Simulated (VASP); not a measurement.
# CdTe (F-43m) in VASP: notebook

One crystal, CdTe, is run at these levels: PBE; tasks: dielectric tensor, QSGW quasiparticle levels.

Everything below comes from runs of VASP 6.6.1. Logs are shortened: lines on timing, memory, paths and dates and some standing lists are left out, and cuts for length are marked.

## 1. The crystal as given

The structure is cubic, space group F-43m (No. 216). The conventional cell has a = 6.410 Å, b = 6.410 Å, c = 6.410 Å, α = 90.00°, β = 90.00°, γ = 90.00°. Around Te (site symmetry -43m) lie 4 Cd at 2.78 Å. Cd (site symmetry -43m) has 4 Te at 2.78 Å as nearest neighbours.

## 2. Dielectric tensor, PBE

Contents of INCAR:

```
SYSTEM = CdTe
PREC = Accurate ; ENCUT = 600
EDIFF = 1E-8 ; ISMEAR = 0
SIGMA = 0.01 ; LREAL = .False.
LASPH = .True. ; NELM = 100
ALGO = Normal ; ISIF = 2
LWAVE = .False. ; LCHARG = .False.
GGA = PE ; LEPSILON = .True.
```

Contents of KPOINTS:

```
Automatic mesh
0
Gamma
  7 7 7
  0 0 0
```

Contents of POSCAR:

```
CdTe
1.0
    0.0000000000      3.2050000000      3.2050000000
    3.2050000000      0.0000000000      3.2050000000
    3.2050000000      3.2050000000      0.0000000000
Te Cd
1 1
Direct
    0.7500000000      0.7500000000      0.7500000000
    0.0000000000      0.0000000000      0.0000000000
```

Potentials or basis: VASP PAW PBE potentials, release 64 (Te, Cd).

Run with:

```sh
cat potpaw_PBE.64/Te/POTCAR potpaw_PBE.64/Cd/POTCAR > POTCAR
mpirun -np 1 vasp_std > vasp.out
```

OUTCAR:

```text
SYSTEM = CdTe
   PREC = Accurate
   ENCUT = 600
   EDIFF = 1E-8
   ISMEAR = 0
   LREAL = .False.
   LASPH = .True.
   NELM = 100
   ISIF = 2
   GGA = PE
   LEPSILON = .True.

 Found     20 irreducible k-points:

 Following reciprocal coordinates:
            Coordinates               Weight
  0.000000  0.000000  0.000000      1.000000
  0.142857  0.000000  0.000000      8.000000
  0.285714  0.000000  0.000000      8.000000
  0.428571  0.000000  0.000000      8.000000
  0.142857  0.142857  0.000000      6.000000
  0.285714  0.142857  0.000000     24.000000
   k-points           NKPTS =     20   k-points in BZ     NKDIM =     20   number of bands    NBANDS=     13
   number of dos      NEDOS =    301   number of ions     NIONS =      2
   total plane-waves  NPLWV =  46656
   dimension x,y,z NGX =    36 NGY =   36 NGZ =   36
   dimension x,y,z NGXF=    72 NGYF=   72 NGZF=   72
   ions per type =               1   1
   NGX,Y,Z   is equivalent  to a cutoff of  13.20, 13.20, 13.20 a.u.
   NGXF,Y,Z  is equivalent  to a cutoff of  26.41, 26.41, 26.41 a.u.
 SYSTEM =  CdTe
   PREC   = accura    normal or accurate (medium, high low for compatibility)
   ISTART =      0    job   : 0-new  1-cont  2-samecut
   ICHARG =      2    charge: 1-file 2-atom 10-const
   ISPIN  =      1    spin polarized calculation?
   LNONCOLLINEAR =      F non collinear calculations
   LSORBIT =      F    spin-orbit coupling
   LASPH  =      T    aspherical Exc in radial PAW
   ENCUT  =  600.0 eV  44.10 Ry    6.64 a.u.   9.05  9.05  9.05*2*pi/ulx,y,z
   NELM   =    100;   NELMIN=  2; NELMDL= -5     # of ELM steps
   EDIFF  = 0.1E-07   stopping-criterion for ELM
   LREAL  =      F    real-space projection
   EDIFFG = 0.1E-06   stopping-criterion for IOM
   NSW    =      0    number of steps for IOM
   IBRION =     -1    ionic relax: 0-MD 1-quasi-New 2-CG
   NFREE  =      0    steps in history (QN), initial steepest desc. (CG)
   ISIF   =      2    stress and relaxation
   ISYM   =      2    0-nonsym 1-usesym 2-fastsym
   POTIM  = 0.5000    time-step for ionic-motion
   TEBEG  =    0.0;   TEEND  =   0.0 temperature during run
   PSTRESS=    0.0 pullay stress
   NELECT =      18.0000    total number of electrons
   NUPDOWN=      -1.0000    fix difference up-down
   EMIN   =  10.00;   EMAX   =-10.00  energy-range for DOS
   EFERMI =   0.00;   METHOD = LEGACY
   ISMEAR =     0;   SIGMA  =   0.01  broadening in eV -4-tet -1-fermi 0-gaus
   EFERMI_NEDOS =   21; number of points for ismear=-14 and -15
   IALGO  =     38    algorithm
[... 148 lines left out ...]
      4.80750      4.80750      4.80750         0.000000     -0.000000     -0.000000
      0.00000      0.00000      0.00000        -0.000000      0.000000      0.000000
 -----------------------------------------------------------------------------------
    total drift:                                0.000000      0.000000      0.000000

  FREE ENERGIE OF THE ION-ELECTRON SYSTEM (eV)
  ---------------------------------------------------
  free  energy   TOTEN  =        -4.7249847916 eV

  energy  without entropy=       -4.7249847916  energy(sigma->0) =       -4.72498479

 HEAD OF MICROSCOPIC STATIC DIELECTRIC TENSOR (INDEPENDENT PARTICLE, excluding Hartree and local field effects)
 ------------------------------------------------------
          11.017536     0.000000    -0.000000
           0.000000    11.017536     0.000000
          -0.000000     0.000000    11.017536
 ------------------------------------------------------

 Free energy of the ion-electron system (eV)
  ---------------------------------------------------
  ---------------------------------------------------
  free energy    TOTEN  =        -1.89417096 eV

  energy without entropy =       -1.89417096

------------------------ aborting loop because EDIFF is reached ----------------------------------------

--------------------------------------- Ionic step        2  -------------------------------------------

------------------------ aborting loop because EDIFF is reached ----------------------------------------

--------------------------------------- Ionic step        3  -------------------------------------------

 Free energy of the ion-electron system (eV)
  ---------------------------------------------------
  ---------------------------------------------------
  free energy    TOTEN  =        -1.89417135 eV

  energy without entropy =       -1.89417135

------------------------ aborting loop because EDIFF is reached ----------------------------------------

 PIEZOELECTRIC TENSOR FIELD DIRECTION 3  (e Angst)
 -----------------------------------------------------------------------------
    -0.00157  2.58461  0.00000           (  0.00001 -0.07922  0.00000)
     2.58461 -0.00157  0.00000           ( -0.07922  0.00001  0.00000)
     0.00000  0.00000  0.00019           (  0.00000  0.00000 -0.00000)

 PIEZOELECTRIC TENSOR FIELD DIRECTION 3  (C/m^2)
 -----------------------------------------------------------------------------
    -0.00038  0.62891  0.00000
     0.62891 -0.00038  0.00000
     0.00000  0.00000  0.00005

 MACROSCOPIC STATIC DIELECTRIC TENSOR (including local field effects in DFT)
 ------------------------------------------------------
          10.662522     0.000000     0.000000
           0.000000    10.662522    -0.000000
           0.000000     0.000000    10.662522
 ------------------------------------------------------

 PIEZOELECTRIC TENSOR (including local field effects)  for field in x, y, z        (e  Angst)
          XX          YY          ZZ          XY          YZ          ZX
  --------------------------------------------------------------------------------
  x    -0.00000     0.00000     0.00000     0.00000     2.61233     0.00000
  y     0.00000    -0.00000    -0.00000    -0.00000    -0.00000     2.61233
  z     0.00000    -0.00000     0.00000     2.61233    -0.00000     0.00000

 PIEZOELECTRIC TENSOR (including local field effects)  for field in x, y, z        (C/m^2)
          XX          YY          ZZ          XY          YZ          ZX
  --------------------------------------------------------------------------------
  x    -0.00000     0.00000     0.00000     0.00000     0.63566     0.00000
  y     0.00000    -0.00000    -0.00000    -0.00000    -0.00000     0.63566
  z     0.00000    -0.00000     0.00000     0.63566    -0.00000     0.00000

 BORN EFFECTIVE CHARGES (including local field effects) (in |e|, cummulative output)
 ---------------------------------------------------------------------------------
 ion    1
    1    -2.23358     0.00000     0.00000
    2     0.00000    -2.23358     0.00000
    3    -0.00000     0.00000    -2.23358
 ion    2
    1     2.23358     0.00000     0.00000
    2     0.00000     2.23358    -0.00000
    3     0.00000    -0.00000     2.23358
```

OSZICAR:

```text
N       E                     dE             d eps       ncg     rms          rms(c)
DAV:   1     0.113436161017E+03    0.11344E+03   -0.91509E+03   520   0.135E+03
[... 13 lines left out ...]
RMM:   7    -0.189395081854E+01   -0.21214E-02   -0.46553E-05  2562   0.403E-02    0.574E-03
RMM:   8    -0.189409134937E+01   -0.14053E-03   -0.11270E-05  2774   0.761E-03    0.152E-03
RMM:   9    -0.189416714551E+01   -0.75796E-04   -0.27837E-05  2401   0.441E-03    0.341E-04
RMM:  10    -0.189417929492E+01   -0.12149E-04   -0.97119E-06  2848   0.703E-04    0.168E-04
RMM:  11    -0.189417380847E+01    0.54864E-05   -0.12591E-06  2578   0.343E-04    0.742E-05
RMM:  12    -0.189417169185E+01    0.21166E-05   -0.13161E-06  1904   0.106E-04    0.259E-05
RMM:  13    -0.189417134767E+01    0.34418E-06   -0.14260E-08  1361   0.764E-05    0.442E-06
```

stdout:

```text
POSCAR found type information on POSCAR TeCd
 POSCAR found :  2 types and       2 ions
 scaLAPACK will be used
 LDA part: xc-table for (Slater+PW92), standard interpolation
 POSCAR, INCAR and KPOINTS ok, starting setup
 FFT: planning ... GRIDC
 FFT: planning ... GRID_SOFT
 FFT: planning ... GRID
 WAVECAR not read
 entering main loop
 Linear response reoptimize wavefunctions to high precision
 Linear response G [H, r] |phi>, progress :
  Direction:   1
 Linear response G [H, r] |phi>, progress :
  Direction:   2
 Linear response G [H, r] |phi>, progress :
  Direction:   3
 Linear response to external field (no local field effect), progress :
  Direction:   1
 dielectric tensor                  component  1 :    12.408     4.729     1.392
 Linear response to external field (no local field effect), progress :
  Direction:   2
 dielectric tensor                  component  2 :     4.728    12.807    -1.685
 Linear response to external field (no local field effect), progress :
  Direction:   3
 dielectric tensor                  component  3 :     1.396    -1.687     7.837
 Linear response to external field, progress :
  Direction:   1
 dielectric tensor                  component  1 :    10.663     2.445     0.938
 Linear response to external field, progress :
  Direction:   2
 dielectric tensor                  component  2 :     2.439    10.663     0.726
 Linear response to external field, progress :
  Direction:   3
 dielectric tensor                  component  3 :     1.880     1.502    10.663
 Born effective charges drift removed
```

Run time: 2.9 min. Hardware: 1 thread of Intel Xeon 6975P-C (Granite Rapids), shared host; peak memory 0.37 GiB.

The run converged, but some of its settings lie outside the range that counts as converged, so its numbers aren't taken as properties of the crystal.

Results:

| Quantity | Value |
| --- | --- |
| Band gap on the k mesh | 0.87 eV, direct |
| Electronic dielectric tensor (diagonal) | 10.66 |
| Born charges (mean of the diagonal) | Te -2.23; Cd +2.23 e |

Caveat: spin-orbit coupling is left out, which moves the levels of the heavy elements.

## 3. Dielectric tensor, PBE

INCAR: that of step 2 with these lines changed.

```diff
@@ -1,3 +1,3 @@
 SYSTEM = CdTe
-PREC = Accurate ; ENCUT = 600
+PREC = Accurate ; ENCUT = 400
 EDIFF = 1E-8 ; ISMEAR = 0
```

Contents of KPOINTS:

```
Automatic mesh
0
Gamma
  9 9 9
  0 0 0
```

POSCAR is that of step 2.

Potentials or basis: VASP PAW PBE potentials, release 64 (Te, Cd).

Run with:

```sh
cat potpaw_PBE.64/Te/POTCAR potpaw_PBE.64/Cd/POTCAR > POTCAR
mpirun -np 1 vasp_std > vasp.out
```

OUTCAR:

```text
SYSTEM = CdTe
   PREC = Accurate
   ENCUT = 400
   EDIFF = 1E-8
   ISMEAR = 0
   LREAL = .False.
   LASPH = .True.
   NELM = 100
   ISIF = 2
   GGA = PE
   LEPSILON = .True.

 Found     35 irreducible k-points:

 Following reciprocal coordinates:
            Coordinates               Weight
  0.000000  0.000000  0.000000      1.000000
  0.111111  0.000000  0.000000      8.000000
  0.222222  0.000000  0.000000      8.000000
  0.333333  0.000000  0.000000      8.000000
  0.444444  0.000000  0.000000      8.000000
  0.111111  0.111111  0.000000      6.000000
[... 237 lines left out ...]
    -0.00036  0.59565  0.00000
     0.59565 -0.00036  0.00000
     0.00000  0.00000 -0.00016

 MACROSCOPIC STATIC DIELECTRIC TENSOR (including local field effects in DFT)
 ------------------------------------------------------
           9.339441    -0.000000    -0.000000
           0.000000     9.339441    -0.000000
          -0.000000    -0.000000     9.339441
 ------------------------------------------------------

 PIEZOELECTRIC TENSOR (including local field effects)  for field in x, y, z        (e  Angst)
          XX          YY          ZZ          XY          YZ          ZX
  --------------------------------------------------------------------------------
  x     0.00000     0.00000     0.00000     0.00000     2.46666    -0.00000
  y     0.00000     0.00000     0.00000     0.00000    -0.00000     2.46666
  z     0.00000    -0.00000     0.00000     2.46666     0.00000     0.00000

 PIEZOELECTRIC TENSOR (including local field effects)  for field in x, y, z        (C/m^2)
          XX          YY          ZZ          XY          YZ          ZX
  --------------------------------------------------------------------------------
  x     0.00000     0.00000     0.00000     0.00000     0.60021    -0.00000
  y     0.00000     0.00000     0.00000     0.00000    -0.00000     0.60021
  z     0.00000    -0.00000     0.00000     0.60021     0.00000     0.00000

 BORN EFFECTIVE CHARGES (including local field effects) (in |e|, cummulative output)
 ---------------------------------------------------------------------------------
 ion    1
    1    -2.15557     0.00000     0.00000
    2     0.00000    -2.15557     0.00000
    3     0.00000     0.00000    -2.15557
 ion    2
    1     2.15557     0.00000     0.00000
    2    -0.00000     2.15557    -0.00000
    3     0.00000    -0.00000     2.15557
```

OSZICAR:

```text
N       E                     dE             d eps       ncg     rms          rms(c)
DAV:   1     0.911077473430E+02    0.91108E+02   -0.74437E+03   926   0.979E+02
[... 12 lines left out ...]
RMM:   6    -0.164059777904E+01   -0.38074E-02   -0.13319E-04  5281   0.704E-02    0.235E-02
RMM:   7    -0.164255635250E+01   -0.19586E-02   -0.44526E-05  5039   0.384E-02    0.543E-03
RMM:   8    -0.164274882423E+01   -0.19247E-03   -0.27417E-07  5393   0.784E-03    0.149E-03
RMM:   9    -0.164281647459E+01   -0.67650E-04    0.13993E-06  4700   0.433E-03    0.343E-04
RMM:  10    -0.164282819047E+01   -0.11716E-04    0.31430E-06  5583   0.666E-04    0.161E-04
RMM:  11    -0.164282384761E+01    0.43429E-05   -0.70935E-07  5089   0.330E-04    0.754E-05
RMM:  12    -0.164282199367E+01    0.18539E-05   -0.10002E-07  3794   0.955E-05    0.254E-05
RMM:  13    -0.164282170108E+01    0.29259E-06   -0.42938E-09  2511   0.558E-05    0.481E-06
```

stdout:

```text
POSCAR found type information on POSCAR TeCd
 POSCAR found :  2 types and       2 ions
 scaLAPACK will be used
 LDA part: xc-table for (Slater+PW92), standard interpolation
 POSCAR, INCAR and KPOINTS ok, starting setup
 FFT: planning ... GRIDC
 FFT: planning ... GRID_SOFT
 FFT: planning ... GRID
 WAVECAR not read
 entering main loop
 Linear response reoptimize wavefunctions to high precision
 Linear response G [H, r] |phi>, progress :
  Direction:   1
 Linear response G [H, r] |phi>, progress :
  Direction:   2
 Linear response G [H, r] |phi>, progress :
  Direction:   3
 Linear response to external field (no local field effect), progress :
  Direction:   1
 dielectric tensor                  component  1 :    11.002     4.614     1.216
 Linear response to external field (no local field effect), progress :
  Direction:   2
 dielectric tensor                  component  2 :     4.613    11.669    -1.691
 Linear response to external field (no local field effect), progress :
  Direction:   3
 dielectric tensor                  component  3 :     1.221    -1.692     6.505
 Linear response to external field, progress :
  Direction:   1
 dielectric tensor                  component  1 :     9.339     2.054     0.997
 Linear response to external field, progress :
  Direction:   2
 dielectric tensor                  component  2 :     1.976     9.339     0.763
 Linear response to external field, progress :
  Direction:   3
 dielectric tensor                  component  3 :     1.569     1.481     9.339
 Born effective charges drift removed
```

It took 3.5 min on 1 thread of Intel Xeon 6975P-C (Granite Rapids), shared host; peak memory 0.33 GiB.

These settings aren't checked as converged: the numbers below hold their error.

What came out:

* Band gap on the k mesh: 0.87 eV, direct
* Electronic dielectric tensor (diagonal): 9.34
* Born charges (mean of the diagonal): Te -2.16; Cd +2.16 e

Caveat: spin-orbit coupling is left out, which moves the levels of the heavy elements.

[end of part 1 of 3]
